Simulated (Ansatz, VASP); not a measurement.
Two plane-wave programs on Ni

```
CELL_PARAMETERS angstrom
0.00000 1.80222 1.80222
1.80222 0.00000 1.80222
1.80222 1.80222 0.00000
ATOMIC_POSITIONS crystal
Ni 0.00000 0.00000 0.00000
```

Alike in both runs: task single point; functional PBE; k mesh 8 × 8 × 8; occupations gaussian, width 0.1 eV; collinear spin.

|  | VASP | Ansatz |
| --- | --- | --- |
| version | VASP 6.6.1 | Ansatz 0.2.0 |
| potentials or method | VASP PAW PBE potentials, release 64 (Ni) | scalar-relativistic, plane waves, PAW |
| plane-wave cutoff (eV) | 520 | 420 |
| valence electrons in the cell | 10 | 18 |

```csv
,VASP,Ansatz,Ansatz less VASP
gap on the k mesh at the Fermi level (eV),none,none,-
pressure (GPa),-11.8,-12.0,-0.18
net moment per atom (μB),0.70,0.70,0.000
size of the moment on the site where the two differ most (μB),0.72,0.74,+0.025
```

Site moments also hang on the region over which each program counts them. A gap of «none» marks a metal or a gap that the smearing closes. With one functional, cell and mesh, what is left measures potentials, basis and numerics. The two sets of potentials don't hold the same shells in valence.

Caveats: the k mesh is coarse (spacing up to 0.38 Å⁻¹), so the values aren't converged.
